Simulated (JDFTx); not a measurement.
InP: equation of state with LDA

**What was measured.**

A printed reference work, data compilation reports, for a bulk crystal of InP: bulk modulus 71 GPa.

The system is InP.

```xyz
2
Lattice="0.0000 2.9305 2.9305 2.9305 0.0000 2.9305 2.9305 2.9305 0.0000" Properties=species:S:1:pos:R:3 pbc="T T T"
In    0.0000    0.0000    0.0000
P     4.3957    4.3957    4.3957
```

```yaml
Program: JDFTx 1.7.0 (patched build)
Task: equation of state
Functional: LDA
Potentials_or_basis: PseudoDojo-SR-LDA-0.4.1-standard with smoothed tails
Cutoff: 952 eV
Density_cutoff: 7619 eV
k_mesh: 8 × 8 × 8
Occupations: fermi-dirac, width 0.05 eV
Spin: no spin polarisation
```

```yaml
Equilibrium_volume: 24.68 Å³/atom
Bulk_modulus: 71 GPa
Pressure_derivative_of_the_bulk_modulus: 4.7
```

Energy against volume, from the lowest point:
```csv
volume (Å³/atom),energy (meV/atom)
23.657,10.16
24.160,2.51
24.663,0.00
25.167,2.08
25.670,8.25
26.173,18.05
26.677,31.08
```

Measured bulk modulus of InP: 71 GPa (a printed reference work, data compilation). This calculation gives 71 GPa (+0.4 %). The fit is for a static lattice scaled at fixed shape and fixed fractional positions.

LDA usually gives volumes a few per cent too small.
